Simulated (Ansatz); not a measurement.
**Pd under changes of volume**

One of the cells (14.750 Å³/atom); the others are scaled copies at fixed shape and fractional positions:

```
Pd
1.0
     0.00000    1.94650    1.94650
     1.94650    0.00000    1.94650
     1.94650    1.94650    0.00000
Pd
1
Direct
  0.00000 0.00000 0.00000
```

* Program: Ansatz 0.2.0
* Functional: r2SCAN
* Potentials or basis: Ansatz PAW
* Cutoff: 500 eV (not typed: the program's choice for these potentials)
* k mesh: 12 × 12 × 12
* Occupations: fermi-dirac, width 0.05 eV
* Spin: no spin polarisation

```tsv
volume (Å³/atom)	energy over the lowest point (meV/atom)	pressure (GPa)
13.865	?	?
14.160	22.96	11.1
14.455	7.34	6.3
14.750	0.03	2.1
15.045	0.00	-1.7
15.340	6.39	-4.9
15.635	18.34	-7.7
```

Question: What does the run at 13.865 Å³/atom give?

Answer: Energy over the lowest point 48.01 meV/atom; pressure 16.5 GPa.

Worked out: A Birch-Murnaghan fit of order 3 (a polynomial in V^(-2/3)) to the other rows has its minimum at 14.90 Å³/atom with B0 = V·E''(V) = 187 GPa and B' = 5.7. It gives 48.07 meV/atom at 13.865 Å³/atom, against the run's 48.01, and -dE/dV = 16.4 GPa, against 16.5.

Energies are extrapolated to zero smearing.

Caveats: the PAW data sets come from PBE, with cores solved anew for the run's functional, which leaves a small shift of forces and pressure.
